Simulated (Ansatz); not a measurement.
SCF log, V2O3

V2O3 is taken in the coordinates of a database entry, unrelaxed (space group R-3c), 10 atoms in the cell. Forces or pressure are large there, so the entry is far from the computed equilibrium and may be faulty or of a sample under other conditions, or the chosen U doesn't suit it. Source: COD entry 9008083; it may be a high-temperature, high-pressure or metastable form.

The calculation used DFT, PBE+U, PAW, plane waves, scalar-relativistic (Ansatz).

Input file:

```yaml
crystal:
  lattice:
    - [2.47600048, 1.42951954, 4.66733]
    - [-2.47600048, 1.42951954, 4.66733]
    - [0.0, -2.85903908, 4.66733]
  atoms:
    - { symbol: V, position: [0.8463, 0.8463, 0.8463], spin: 2.0 }
    - { symbol: V, position: [0.6537, 0.6537, 0.6537], spin: -2.0 }
    - { symbol: V, position: [0.1537, 0.1537, 0.1537], spin: -2.0 }
    - { symbol: V, position: [0.3463, 0.3463, 0.3463], spin: 2.0 }
    - { symbol: O, position: [0.065, 0.435, 0.75] }
    - { symbol: O, position: [0.75, 0.065, 0.435] }
    - { symbol: O, position: [0.435, 0.75, 0.065] }
    - { symbol: O, position: [0.935, 0.565, 0.25] }
    - { symbol: O, position: [0.25, 0.935, 0.565] }
    - { symbol: O, position: [0.565, 0.25, 0.935] }
magnetization:
  spin_polarized: true
hamiltonian:
  xc: pbe
  pseudopotentials: { kind: paw }
  hubbard: { sites: [{ species: V, l: d, u_eff: 6.5 }] }
basis:
  ecutwfc: 420
kpoints:
  mp_grid: { grid: [2, 2, 2] }
scf:
  occupations: { method: fermi_dirac, width: 0.02 }
  lower_state_search: "off"
  max_iter: 70
output:
  forces: true
  stress: true
```

The run was started with:
```sh
ansatz run input.yaml --threads 2 --pin off --max-ram 5120MiB --backend cpu --events-out ev --progress --plain --runs-dir out
```

Output (shortened):

```
V: projections on atomic orbitals take those of the free atom [Ne] 3s2 3p6 3d3 4s2, of charge +0.00 (hamiltonian.pseudopotentials.projection_atoms); the dataset's partial waves leave at most 5.8e-7 of an orbital's norm unspanned inside its sphere
O: projections on atomic orbitals take those of the free atom [He] 2s2 2p4, of charge +0.00 (hamiltonian.pseudopotentials.projection_atoms); the dataset's partial waves leave at most 1.9e-8 of an orbital's norm unspanned inside its sphere
Pseudopotentials: kind: paw
Pseudopotential: V, paw, valence charge 13, recommended cutoff 420 eV (normal), V.paw.azcp
Pseudopotential: O, paw, valence charge 6, recommended cutoff 420 eV (normal), O.paw.azcp
Functional definition: PBE
Crystal: 10 atoms, lattice volume = 99.120 Å³
Basis set: ecut = 420 eV, 1917 PW (Γ), exchange–correlation on 80×80×80 points (8 copies of the dense FFT grid, shifted against one another)
Bands: 58, of which v1, the nominal top of the filled ones, is band 44 counted from 1 (43 counted from 0)
Symmetry: 6 space group operations
Space group: R3c (ITA 161), of the structure as read, at distance tolerance 4.6e-5 Å
Magnetic group: BNS 167.105 (UNI 1335), of the structure as read, at distance tolerance 4.6e-5 Å
k-points: 4 of 8
Non-local potential: V, projectors of the file, l = 0: 3, l = 1: 2, l = 2: 3, l = 3: 1
Non-local potential: O, projectors of the file, l = 0: 2, l = 1: 2, l = 2: 1
Initial density: superposition of atomic densities (chi_scale 0.1, normalization cell, long waves kept (reshape's long-wave potential 0.00 eV rms))
Starting moments: Σ|m| = 8 μB on 4 of 10 sites
Starting magnetic order: antiferromagnet; an inversion exchanges its spin sublattices: spin-degenerate at every k-point
Initial wavefunctions: pseudopotential atomic-orbital guess
Functional: x = pbe(κ = 0.804, μ = 0.2195149727645171), c = pbe(β = 0.06672455060314922)
SCF iter   1: F=—  HF=-15037.224373 eV  |F-HF|=—  |Δ(HF+E_count)|=         —  Δρ=4.49e-2 (↑4.49e-2 ↓4.49e-2)  dr2=4.88e0  dr2_m=6.31e-1  M=0.000 μB ∫|m|=9.381 μB  β_m=1.00  ethr=3.10e-3  ⟨swp⟩=6.0  Hψ=1467  notcnv=0  defer=10
preconditioner: auto → Resta (q_TF=auto, 2.675 Å⁻¹)  ε∞=8.8  [insulator: Δε(μ)=0.089 eV  Ē_g=9.992 eV  σ=0.020 eV  W_gap=0.58  n_scr=26 (ndim 8)  ℏωp=27.9 eV  f_vac=0.000  D(μ)=26.08/eV (n_scr^D=550)  ε∞_Penn≈8.8]
spin=Collinear: Resta preconditioning applied to the charge; magnetization (m = ρ↑ − ρ↓) channel mixes plain (no charge-response kernel on spin).
SCF iter   2: F=—  HF=-15038.788399 eV  |F-HF|=—  |Δ(HF+E_count)|=    1.56e0  Δρ=2.67e-2 (↑2.67e-2 ↓2.67e-2)  dr2=1.99e0  dr2_m=1.02e-1  M=0.000 μB ∫|m|=9.344 μB  β_m=1.00  ethr=3.10e-3  ⟨swp⟩=2.8  Hψ=828  notcnv=0  defer=64
SCF iter   3: F=—  HF=-15040.308417 eV  |F-HF|=—  |Δ(HF+E_count)|=    1.52e0  Δρ=2.06e-2 (↑2.06e-2 ↓2.06e-2)  dr2=7.80e-1  dr2_m=9.82e-2  M=0.001 μB ∫|m|=9.117 μB  β_m=0.30  ethr=2.26e-3  ⟨swp⟩=3.2  Hψ=798  notcnv=0  defer=64
SCF iter   4: F=—  HF=-15041.959239 eV  |F-HF|=—  |Δ(HF+E_count)|=    1.65e0  Δρ=1.45e-2 (↑1.45e-2 ↓1.45e-2)  dr2=1.16e-1  dr2_m=1.32e-1  M=-0.000 μB ∫|m|=8.960 μB  β_m=0.30  ethr=8.87e-4  ⟨swp⟩=2.2  Hψ=784  notcnv=0  defer=62
SCF iter   5: F=—  HF=-15043.517804 eV  |F-HF|=—  |Δ(HF+E_count)|=    1.56e0  Δρ=1.17e-2 (↑1.17e-2 ↓1.17e-2)  dr2=5.62e-2  dr2_m=1.05e-1  M=-0.000 μB ∫|m|=8.786 μB  β_m=0.30  ethr=1.32e-4  ⟨swp⟩=2.4  Hψ=792  notcnv=0  defer=62
SCF iter   6: F=—  HF=-15044.521713 eV  |F-HF|=—  |Δ(HF+E_count)|=    1.00e0  Δρ=9.43e-3 (↑9.43e-3 ↓9.43e-3)  dr2=2.68e-2  dr2_m=7.24e-2  M=0.000 μB ∫|m|=8.656 μB  β_m=0.30  ethr=6.39e-5  ⟨swp⟩=3.4  Hψ=896  notcnv=0  defer=50
SCF iter   7: F=—  HF=-15045.126484 eV  |F-HF|=—  |Δ(HF+E_count)|=   6.05e-1  Δρ=7.85e-3 (↑7.85e-3 ↓7.85e-3)  dr2=4.48e-2  dr2_m=4.28e-2  M=0.000 μB ∫|m|=8.584 μB  β_m=0.30  ethr=3.05e-5  ⟨swp⟩=3.8  Hψ=970  notcnv=0  defer=50
SCF iter   8: F=—  HF=-15045.459483 eV  |F-HF|=—  |Δ(HF+E_count)|=   3.33e-1  Δρ=6.17e-3 (↑6.17e-3 ↓6.17e-3)  dr2=2.58e-3  dr2_m=3.38e-2  M=0.000 μB ∫|m|=8.467 μB  β_m=0.30  ethr=3.05e-5  ⟨swp⟩=3.0  Hψ=840  notcnv=0  defer=56
SCF iter   9: F=—  HF=-15045.667644 eV  |F-HF|=—  |Δ(HF+E_count)|=   2.08e-1  Δρ=5.36e-3 (↑5.36e-3 ↓5.36e-3)  dr2=7.60e-3  dr2_m=2.44e-2  M=0.000 μB ∫|m|=8.391 μB  β_m=0.30  ethr=2.93e-6  ⟨swp⟩=2.2  Hψ=818  notcnv=0  defer=56
SCF iter  10: F=—  HF=-15045.787344 eV  |F-HF|=—  |Δ(HF+E_count)|=   1.20e-1  Δρ=4.29e-3 (↑4.29e-3 ↓4.29e-3)  dr2=3.03e-3  dr2_m=1.61e-2  M=0.000 μB ∫|m|=8.336 μB  β_m=0.30  ethr=2.93e-6  ⟨swp⟩=2.0  Hψ=788  notcnv=0  defer=56
SCF iter  11: F=—  HF=-15045.857627 eV  |F-HF|=—  |Δ(HF+E_count)|=   7.03e-2  Δρ=3.50e-3 (↑3.50e-3 ↓3.50e-3)  dr2=1.82e-3  dr2_m=1.07e-2  M=0.000 μB ∫|m|=8.292 μB  β_m=0.30  ethr=2.93e-6  ⟨swp⟩=2.0  Hψ=784  notcnv=0  defer=56
[... 3 iterations left out ...]
Mixer restart at iter 14: flushing history
spin-set hold released at iteration 14 (site moments contracting): the magnetisation degrees of freedom join the quasi-Newton model from the next iteration; the mixer history was flushed
SCF iter  15: F=—  HF=-15045.949127 eV  |F-HF|=—  |Δ(HF+E_count)|=   9.66e-3  Δρ=1.66e-3 (↑1.66e-3 ↓1.66e-3)  dr2=6.21e-4  dr2_m=2.26e-3  M=0.000 μB ∫|m|=8.181 μB  β_m=0.58  ethr=1.34e-6  ⟨swp⟩=2.0  Hψ=618  notcnv=0  defer=56
SCF iter  16: F=—  HF=-15045.966515 eV  |F-HF|=—  |Δ(HF+E_count)|=   1.74e-2  Δρ=6.66e-4 (↑6.66e-4 ↓6.66e-4)  dr2=3.31e-4  dr2_m=2.47e-4  M=0.000 μB ∫|m|=8.113 μB  β_m=0.82  ethr=7.06e-7  ⟨swp⟩=3.0  Hψ=926  notcnv=0  defer=56
SCF iter  17: F=—  HF=-15045.968744 eV  |F-HF|=—  |Δ(HF+E_count)|=   2.23e-3  Δρ=5.00e-4 (↑5.00e-4 ↓5.00e-4)  dr2=5.98e-4  dr2_m=3.92e-5  M=0.000 μB ∫|m|=8.092 μB  β_m=0.84  ethr=3.76e-7  ⟨swp⟩=2.8  Hψ=892  notcnv=0  defer=56
SCF iter  18: F=—  HF=-15045.969001 eV  |F-HF|=—  |Δ(HF+E_count)|=   2.57e-4  Δρ=1.38e-4 (↑1.38e-4 ↓1.38e-4)  dr2=2.70e-5  dr2_m=6.09e-6  M=0.000 μB ∫|m|=8.090 μB  β_m=0.92  ethr=3.76e-7  ⟨swp⟩=2.0  Hψ=784  notcnv=0  defer=56
SCF iter  19: F=—  HF=-15045.969057 eV  |F-HF|=—  |Δ(HF+E_count)|=   5.60e-5  Δρ=4.78e-5 (↑4.77e-5 ↓4.78e-5)  dr2=9.26e-7  dr2_m=1.39e-6  M=0.000 μB ∫|m|=8.091 μB  β_m=0.96  ethr=3.07e-8  ⟨swp⟩=2.0  Hψ=780  notcnv=0  defer=56
SCF iter  20: F=—  HF=-15045.969075 eV  |F-HF|=—  |Δ(HF+E_count)|=   1.79e-5  Δρ=1.87e-5 (↑1.87e-5 ↓1.87e-5)  dr2=2.22e-7  dr2_m=1.56e-7  M=0.000 μB ∫|m|=8.092 μB  β_m=0.98  ethr=1.05e-9  ⟨swp⟩=3.0  Hψ=858  notcnv=0  defer=56
SCF iter  21: F=—  HF=-15045.969079 eV  |F-HF|=—  |Δ(HF+E_count)|=   3.81e-6  Δρ=1.02e-5 (↑1.02e-5 ↓1.02e-5)  dr2=2.53e-7  dr2_m=2.17e-8  M=0.000 μB ∫|m|=8.092 μB  β_m=0.99  ethr=1.14e-10  ⟨swp⟩=5.0  Hψ=1442  notcnv=0
SCF iter  22: F=-15045.969079 eV  HF=-15045.969079 eV  |F-HF|=2.10e-8  |Δ(HF+E_count)|=   3.27e-7  Δρ=4.56e-6 (↑3.91e-6 ↓4.56e-6)  dr2=3.39e-8  dr2_m=4.61e-9  M=0.000 μB ∫|m|=8.092 μB  ethr=1.14e-10  ⟨swp⟩=2.5  Hψ=1444  notcnv=0
SCF 1 converged in 22 iterations: F = -15045.969079 eV  dr2 = 3.39e-8
  greatest PAW one-centre occupation: 1.000 electrons in one spin orbital (limit 2), on the V atom at site 3 (counted from 0), in its partial waves of l = 0
SCF converged after 22 iterations
Magnetization: 0.0000 μB (44.0000 up, 44.0000 down)
Absolute magnetization: 8.0949 μB (∫|ρ↑−ρ↓|, with the PAW one-centre terms)
Spin contamination: 4.0023 ħ² per cell (⟨S²⟩ above its minimum at these occupations)
Per-site moments (μB) at R_I (Å): [(1.5269, 0.8097), (-1.5269, 0.8097), (-1.5269, 0.8097), (1.5269, 0.8097), (-1.1712e-7, 0.8097), (-1.1712e-7, 0.8097), (-1.1712e-7, 0.8097), (-1.1712e-7, 0.8097), (-1.1712e-7, 0.8097), (-1.1712e-7, 0.8097)]
Free energy (F): -15045.969079 eV
Harris-Foulkes:  -15045.969079 eV  (|F-HF|=2.10e-8)
Internal energy: -15045.969079 eV  (E = F + TS)
E sigma→0 (E₀):  -15045.969079 eV
Fermi energy:    12.684207 eV
--- Per-component energies (eV) ---
  E_band       = -746.846245
  E_kinetic    = 2401.737868
  E_local      = -6099.275834  (includes V_loc(G=0)·N_el)
  E_nonlocal   = 106.616779
  E_hartree    = 2543.695123
  E_xc         = -965.612101
  E_vxc        = -1227.695436  (∫ρ·V_xc dr)
  E_hubbard    = 12.936695  (on-site DFT+U / exact-exchange correction)
  E_vhub       = -15.447868  (the Hubbard potential's part of the band-sum identity)
  E_paw        = -5399.852536  (= ΣΔE_a)
  E_vpaw       = -1000.201202  (= ΣTr[D̂ρ^β])
  E_aug_tail   = 0.016261  (compensation charges beyond the density's cutoff)
  E_ewald      = -7646.231333
  E_smearing   = -0.000000  (= −TS)
  E_closure    = 0.000000  (closes the sum)
  Σ components = -15045.969079   (vs F -15045.969079, Δ=0.00e0)
--- Forces (eV/Å), atoms counted from 1 ---
  atom   1  V      0.00000000    -0.00000000     1.02582018
  atom   2  V      0.00000000     0.00000000    -1.02581187
  atom   3  V     -0.00000000     0.00000000    -1.02581187
  atom   4  V     -0.00000000    -0.00000000     1.02582018
  atom   5  O     -0.69788912     0.00000386    -0.00000144
  atom   6  O      0.34894122    -0.60439163    -0.00000144
  atom   7  O      0.34894790     0.60438778    -0.00000144
  atom   8  O      0.69788912     0.00000386    -0.00000144
  atom   9  O     -0.34894790     0.60438778    -0.00000144
  atom  10  O     -0.34894122    -0.60439163    -0.00000144
  max |Σ_I F_I| component: 7.99e-6 eV/Å
--- Stress (GPa, compression-positive) ---
       20.598650       0.000000       0.000000
        0.000000      20.598650       0.000000
        0.000000       0.000000      21.478853
  P = ⅓ Tr σ = 20.8921 GPa (208.921 kbar)
```

The log names the space group R3c, not the crystal's R-3c, as the starting moments make like atoms unequal.

A static U favours moments and orbital order; the result depends on U and need not be the measured state. Only one magnetic start was run, with no search, so the state need not be the lowest. The mesh is coarse, so energy differences (and at times their sign) aren't converged.

The run took 4 s on 2 threads of Arm Neoverse V2, with other jobs on the host, peak memory 0.41 GiB.
